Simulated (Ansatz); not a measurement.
MgO: energy along a strain

MgO, P-6m2, a = 2.938 Å, c = 2.680 Å (as given, not relaxed at this level: -9.4 GPa). This isn't the usual stable structure of the compound. Ansatz: LDA, PAW, 420 eV, Γ-centred 9×9×8 mesh on 2 atoms, Gaussian smearing 0.05 eV; no spin polarisation. Cell vectors (Å): 2.938 0.000 0.000; -1.469 2.544 0.000; 0.000 0.000 2.680. The cell is strained by x per cent times the pattern (0 1 0 0 0 0) in the order xx yy zz yz xz xy (engineering shears), with fractional coordinates held. y is the free energy over the start, V0 = 10.016 Å³/atom.

```
x (%) y (meV/atom)
-6.00             ?
-4.50         -4.84
-3.00         -7.94
-1.50         -6.26
 0.00          0.00
 1.50         10.42
 3.00         24.78
 4.50         42.77
 5.25         53.05
 6.00         64.14
```

Task: Fit y = c1 x + c2 x² + c3 x³ to the other rows, get the stiffness along the pattern, and predict the missing energy.

Result: Least squares on the rows shown. y = 5.5810 x + 0.93658 x² − 0.014237 x³. The clamped-ion stiffness p·C·p = 2 × 9.366 eV × 160.2 / 10.016 Å³ = 300 GPa, which is C22 in these axes (second derivative at the start, which stands under stress). At x = -6.00 the fit asked for gives 3.31 meV/atom. The run gave 3.52 meV/atom, so the fit is 0.21 meV/atom too low, 0.29 % of the span of the series, against an rms of 0.02 meV/atom on the fitted rows. The row lies outside the fitted range. With a term in x⁴ added, a fit to the same known rows predicts 3.46 meV/atom, so most of the miss is curvature that the known rows already hold.